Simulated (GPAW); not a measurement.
# Y (P6_3/mmc) in GPAW: notebook, part 2 of 2

GPAW 26.7.0.

## 4. Band structure, PBEsol

The input, run.py:

```python
from ase import Atoms
from ase.dft.bandgap import bandgap
from ase.io import write
from ase.units import GPa
from gpaw import GPAW, PW, setup_paths

setup_paths.insert(0, '.')

atoms = Atoms(['Y', 'Y'],
              cell=[[3.6474, 0.0, 0.0],
                    [-1.8237, 3.1587410578, 0.0],
                    [0.0, 0.0, 5.7306]],
              scaled_positions=[[0.6666666667, 0.3333333333, 0.75],
                                [0.3333333333, 0.6666666667, 0.25]],
              pbc=True)

calc = GPAW(mode=PW(600),
            xc='PBEsol',
            kpts={'size': (8, 8, 5), 'gamma': True},
            occupations={'name': 'fermi-dirac', 'width': 0.05},
            nbands=23,
            convergence={'density': 1e-05, 'energy': 1e-05},
            maxiter=150,
            txt='gpaw.txt')
atoms.calc = calc
energy = atoms.get_potential_energy()
forces = atoms.get_forces()
stress = atoms.get_stress()
calc.write('gs.gpw')
write('result.traj', atoms)
print(f'Energy: {energy:.6f} eV')
print('Forces (eV/A):')
print(forces.round(4))
print('Stress (GPa):', (stress / GPa).round(3))
print('Fermi level:', round(calc.get_fermi_level(), 4), 'eV')
print(f'Gap: {bandgap(calc)[0]:.4f} eV, direct: {bandgap(calc, direct=True)[0]:.4f} eV')

path = atoms.cell.bandpath('GMKGALHA,LM,KH', npoints=80, eps=1e-4)
bs_calc = calc.fixed_density(kpts=path, symmetry='off', nbands=37,
                             convergence={'bands': 'CBM+6.0', 'eigenstates': 1e-6}, txt='bands.txt')
bs = bs_calc.band_structure()
bs.write('bs.json')
print(f'Gap on the path: {bandgap(bs_calc)[0]:.4f} eV')
```

Potentials or basis: PAW data sets generated in the run's folder for this functional, pw.

Run with:

```
$ gpaw-setup -f PBEsol Y
$ OMP_NUM_THREADS=1 python run.py
```

It took 87 s on 1 thread of Arm Neoverse V2, shared host; peak memory 0.35 GiB.

It converged, with:

| Item | Value |
| --- | --- |
| Free energy | -10.1287 eV |
| Pressure | -2.1 GPa |
| Band gap along the path | none (metal or under the smearing width) |

Stress tensor (GPa, compression positive):
```
-1.92  0.00  0.00
 0.00 -1.92  0.00
 0.00  0.00 -2.40
```

Levels at the corners of the path, in eV from the Fermi level:
```tsv
point	band 6	band 7	band 8	band 9	band 10	band 11	band 12	band 13	band 14	band 15
Γ	-22.34	-22.34	-22.31	-4.65	-1.84	0.87	1.75	1.75	2.04	2.35
M	-22.55	-22.46	-22.40	-1.66	-1.16	-0.79	-0.10	1.38	1.48	2.04
K	-22.55	-22.55	-22.55	-0.67	-0.65	-0.65	-0.44	1.07	1.07	2.30
Γ	-22.34	-22.34	-22.31	-4.65	-1.84	0.87	1.75	1.75	2.04	2.35
A	-22.39	-22.39	-22.39	-3.23	-3.23	0.95	0.95	1.67	1.67	1.67
L	-22.48	-22.46	-22.46	-1.63	-1.63	0.08	0.08	1.37	1.37	2.77
H	-22.64	-22.41	-22.41	-0.37	-0.37	-0.36	-0.36	0.41	0.41	2.73
A	-22.39	-22.39	-22.39	-3.23	-3.23	0.95	0.95	1.67	1.67	1.67
L	-22.48	-22.46	-22.46	-1.63	-1.63	0.08	0.08	1.37	1.37	2.77
M	-22.55	-22.46	-22.40	-1.66	-1.16	-0.79	-0.10	1.38	1.48	2.04
K	-22.55	-22.55	-22.55	-0.67	-0.65	-0.65	-0.44	1.07	1.07	2.30
H	-22.64	-22.41	-22.41	-0.37	-0.37	-0.36	-0.36	0.41	0.41	2.73
```

## 5. Band structure, RPBE

run.py, as its differences from that of step 4:

```diff
@@ -1,19 +1,10 @@
-from ase import Atoms
 from ase.dft.bandgap import bandgap
-from ase.io import write
+from ase.io import read, write
 from ase.units import GPa
-from gpaw import GPAW, PW, setup_paths
+from gpaw import GPAW, PW
 
-setup_paths.insert(0, '.')
-
-atoms = Atoms(['Y', 'Y'],
-              cell=[[3.6474, 0.0, 0.0],
-                    [-1.8237, 3.1587410578, 0.0],
-                    [0.0, 0.0, 5.7306]],
-              scaled_positions=[[0.6666666667, 0.3333333333, 0.75],
-                                [0.3333333333, 0.6666666667, 0.25]],
-              pbc=True)
+atoms = read('Y.xyz')
 
 calc = GPAW(mode=PW(600),
-            xc='PBEsol',
+            xc='RPBE',
             kpts={'size': (8, 8, 5), 'gamma': True},
```

The input, Y.xyz:

```xyz
2
Lattice="3.6474000000 0.0000000000 0.0000000000 -1.8237000000 3.1587410578 0.0000000000 0.0000000000 0.0000000000 5.7306000000" Properties=species:S:1:pos:R:3 pbc="T T T"
Y      1.8237000002      1.0529136858      4.2979500000
Y     -0.0000000002      2.1058273720      1.4326500000
```

Potentials or basis: the program's PAW data sets (release 1.2.1) made for this functional, pw.

Run with:

```
$ OMP_NUM_THREADS=1 python run.py
```

gpaw.txt:

```text
__  _  _
 | _ |_)|_||  |
 |__||  | ||/\| - 26.7.0

Input parameters:
  mode=PW(ecut=600.0),
  convergence={'density': 1e-05, 'energy': 1e-05},
  kpts=MonkhorstPack(size=(8, 8, 5), gamma=True),
  maxiter=150,
  nbands=23,
  occupations=Occupations(name='fermi-dirac', width=0.05),
  xc=XC(name='RPBE')

Diagonalizing LCAO Hamiltonian
Converting LCAO to pw mode

           Y

        Y

Atoms  # Å, Bohr magnetons
|   | symbol |         x |        y |        z |    initial magnetic moments |
|---|--------|-----------|----------|----------|-----------------------------|
| 0 |      Y |  1.823700 | 1.052914 | 4.297950 | ( 0.0000,  0.0000,  0.0000) |
| 1 |      Y | -0.000000 | 2.105827 | 1.432650 | ( 0.0000,  0.0000,  0.0000) |

Unit cell  # Å
| periodic |         x |        y |        z |  lengths |     angles |
|----------|-----------|----------|----------|----------|------------|
|      yes |  3.647400 | 0.000000 | 0.000000 | 3.647400 |  90.000000 |
|      yes | -1.823700 | 3.158741 | 0.000000 | 3.647400 |  90.000000 |
|      yes |  0.000000 | 0.000000 | 5.730600 | 5.730600 | 120.000000 |

Number of symmetries: 12
Symmetry operations  # r_c * U_cc + t_c -> r_c
|    | kind |            matrix            |
|----|------|------------------------------|
|  0 |  σ   |  1, 1, 0,  0,-1, 0,  0, 0, 1 |
|  1 |  S6  |  1, 1, 0, -1, 0, 0,  0, 0,-1 |
|  2 |  E   |  1, 0, 0,  0, 1, 0,  0, 0, 1 |
|  3 |  C2  |  1, 0, 0, -1,-1, 0,  0, 0,-1 |
|  4 |  C2  |  0, 1, 0,  1, 0, 0,  0, 0,-1 |
|  5 |  C3  |  0, 1, 0, -1,-1, 0,  0, 0, 1 |
|  6 |  S6  |  0,-1, 0,  1, 1, 0,  0, 0,-1 |
|  7 |  σ   |  0,-1, 0, -1, 0, 0,  0, 0, 1 |
|  8 |  σ   | -1, 0, 0,  1, 1, 0,  0, 0, 1 |
|  9 |  i   | -1, 0, 0,  0,-1, 0,  0, 0,-1 |
| 10 |  C3  | -1,-1, 0,  1, 0, 0,  0, 0, 1 |
| 11 |  C2  | -1,-1, 0,  0, 1, 0,  0, 0,-1 |

BZ-sampling:
  Number of BZ points: 320
  Number of IBZ points: 40

  Monkhorst-Pack size: [8, 8, 5]
  Monkhorst-Pack shift: [0.0625, 0.0625, 0.0]

K-points  # in reciprocal-cell coordinates
|     |                                coordinates |     weight |
|-----|--------------------------------------------|------------|
|   0 | (  0.00000000,   0.00000000,   0.00000000) | 0.00312500 |
|   1 | (  0.00000000,   0.00000000,   0.20000000) | 0.00625000 |
|   2 | (  0.00000000,   0.00000000,   0.40000000) | 0.00625000 |
|   3 | (  0.12500000,   0.00000000,  -0.40000000) | 0.01875000 |
|   4 | (  0.12500000,   0.00000000,  -0.20000000) | 0.01875000 |
|   5 | (  0.12500000,   0.00000000,   0.00000000) | 0.01875000 |
|   6 | (  0.12500000,   0.00000000,   0.20000000) | 0.01875000 |
|   7 | (  0.12500000,   0.00000000,   0.40000000) | 0.01875000 |
|   8 | (  0.25000000,  -0.12500000,   0.00000000) | 0.01875000 |
|   9 | (  0.25000000,  -0.12500000,   0.20000000) | 0.03750000 |
| ... |                                            |            |
|  39 | (  0.50000000,   0.50000000,   0.40000000) | 0.01875000 |

Plane wave coefficients: 2243
Cutoff: 600.0 eV

Spin-components: 1 (collinear spins)
Bands:           23
Projectors:      12
Spin-degeneracy: 2
Datatype:        complex128

Parallelization:
  kpt:    1
  domain: 1
  band:   1

Density:
  Valence electrons: 22.0
  Components: 1
  Grid points: [21 21 35]
  Charge: 0.0  # |e|

Potential:
  Grid points: [21 21 35]

species:
  Y:
    name:    Yttrium
    Z:       39.0
    valence: 11
    core:    28
    charge:  0.0  # [|e|]
    compensation charges:
      type: gauss
      rc: 0.40  # [Å]
      lmax: 2
    cutoffs:
      filter: 2.39  # [Å]
      core: 1.70  # [Å]
    projectors
    | kind |    occ | energy [eV] | rcut [Å] |
    |------|--------|-------------|----------|
    |   4s |  2.000 |     -47.999 |    1.328 |
    |   5s |  2.000 |      -4.056 |    1.328 |
    |   4p |  6.000 |     -27.950 |    1.318 |
    |   5p |  0.000 |      -1.450 |    1.318 |
    |   4d |  1.000 |      -2.487 |    1.286 |
    |    d |        |      24.724 |    1.286 |

    Using partial waves for Y as LCAO basis

Reference energy: -184196.963157  # eV

eigensolver:
  PPCG
  Converge bands: occupied
  niter=2

density mixing:
  MSR1-Mixer
  Pratt-step length: 0.05
  Maximum mixing coefficient: 0.75
  Old densities: 10
  SVD Regularization: 0.005
  Good broyden scale: 1.0
  Trust region scale: 1.0
  Backstep threshold: 4.0
  History deletion threshold: 6.0
  Fourier metric: weight=20.0, sigma=0.015

occupation numbers:
  Fermi-Dirac:
    width: 0.0500  # eV

poisson solver:
  ecut: 4800.0  # eV

xc functional:
  name: RPBE with 2 nearest neighbor stencil

convergence criteria:
[... 6 lines left out ...]
|iter     | |      energy | eigst |  dens |
|---------|-|-------------|-------|-------|
|iter:   1| |   -8.915266 | -0.32 |       |
|iter:   2| |   -8.890287 | -2.79 | -1.38 |
|iter:   3| |   -8.769389 | -1.77 | -1.41 |
|iter:   4| |   -8.775521 | -3.01 | -1.96 |
|iter:   5| |   -8.777385 | -4.00 | -2.31 |
|iter:   6| |   -8.777396 | -5.85 | -3.49 |
|iter:   7| |   -8.777398c| -6.77 | -3.96 |
|iter:   8| |   -8.777398c| -7.37 | -4.09 |
|iter:   9| |   -8.777398c| -7.69c| -4.81 |
|iter:  10| |   -8.777398c| -8.33c| -5.75c|

Converged in 10 steps
Energy contributions relative to reference atoms: (reference = -184196.963157)

Energy contributions:
  Kinetic:           3.218592
  Coulomb:          -1.742229
  Zero:             -0.389463
  External:          0.000000
  Xc:               -9.844153
  Entropy:          -0.040291
  Spinorbit:         0.000000
  ----------------------------
  Free energy:      -8.797543
  Extrapolated:     -8.777398

dipole moment: (0.000000, 0.000001, 0.000001)  # |e|*Ang

Fermi level: 6.469
Eigenvalues  # (at kpt = [0.000, 0.000, 0.000])
| band index |      eig [eV] | occ [0-2] |
|------------|---------------|-----------|
|          0 |       -36.247 |     2.000 |
|        ... |               |           |
|          2 |       -16.537 |     2.000 |
|          3 |       -16.079 |     2.000 |
|          4 |       -16.079 |     2.000 |
|          5 |       -15.993 |     2.000 |
|          6 |       -15.993 |     2.000 |
|          7 |       -15.962 |     2.000 |
[... 8 lines left out ...]
|         16 |         9.291 |     0.000 |
|         17 |         9.291 |     0.000 |
|        ... |               |           |
|         22 |        17.008 |     0.000 |

No gap
No difference between direct/indirect transitions

Forces  # eV/Ang
|        x |       y |        z |
|----------|---------|----------|
|  0.00000 | 0.00000 |  0.00001 |  # Y    0
| -0.00000 | 0.00000 | -0.00001 |  # Y    1

Stress tensor  # eV/Ang^3
|         x |         y |         z |
|-----------|-----------|-----------|
| -0.009265 |  0.000000 |  0.000000 |
|  0.000000 | -0.009265 | -0.000000 |
|  0.000000 |  0.000000 | -0.006737 |

# Writing to gs.gpw (mode='')
```

It took 80 s on 1 thread of Arm Neoverse V2, shared host; peak memory 0.35 GiB.

What came out:

| Item | Value |
| --- | --- |
| Free energy | -8.7975 eV |
| Pressure | 1.3 GPa |
| Band gap along the path | none (metal or under the smearing width) |

Stress tensor (GPa, compression positive):
```
1.48 0.00 0.00
0.00 1.48 0.00
0.00 0.00 1.08
```

Levels at the corners of the path, in eV from the Fermi level:
```csv
point,band 7,band 8,band 9,band 10,band 11,band 12,band 13,band 14
Γ,-22.46,-22.43,-4.63,-1.81,0.82,1.78,1.78,2.07
M,-22.58,-22.52,-1.63,-1.15,-0.79,-0.13,1.39,1.51
K,-22.67,-22.66,-0.67,-0.65,-0.65,-0.45,1.09,1.09
Γ,-22.46,-22.43,-4.63,-1.81,0.82,1.78,1.78,2.07
A,-22.51,-22.51,-3.22,-3.22,0.96,0.96,1.71,1.71
L,-22.58,-22.58,-1.61,-1.61,0.08,0.08,1.36,1.36
H,-22.53,-22.53,-0.38,-0.38,-0.33,-0.33,0.39,0.39
A,-22.51,-22.51,-3.22,-3.22,0.96,0.96,1.71,1.71
L,-22.58,-22.58,-1.61,-1.61,0.08,0.08,1.36,1.36
M,-22.58,-22.52,-1.63,-1.15,-0.79,-0.13,1.39,1.51
K,-22.67,-22.66,-0.67,-0.65,-0.65,-0.45,1.09,1.09
H,-22.53,-22.53,-0.38,-0.38,-0.33,-0.33,0.39,0.39
```

## 6. Overview

```tsv
level	potentials or basis	pressure (GPa)
LDA	the program's PAW data sets (release 1.2.1) made for this functional, pw	-3.8
PBE	GPAW PAW data sets (gpaw-data 1.2.1), pw	-0.2
PBEsol	PAW data sets generated in the run's folder for this functional, pw	-2.1
RPBE	the program's PAW data sets (release 1.2.1) made for this functional, pw	1.3
```

Alike in all rows: task band structure; no spin polarisation; cell as given; k mesh 8 × 8 × 5; cutoff (eV) 600; smearing fermi-dirac 0.05 eV.

Absolute energies hang on the potentials; compare differences alone.
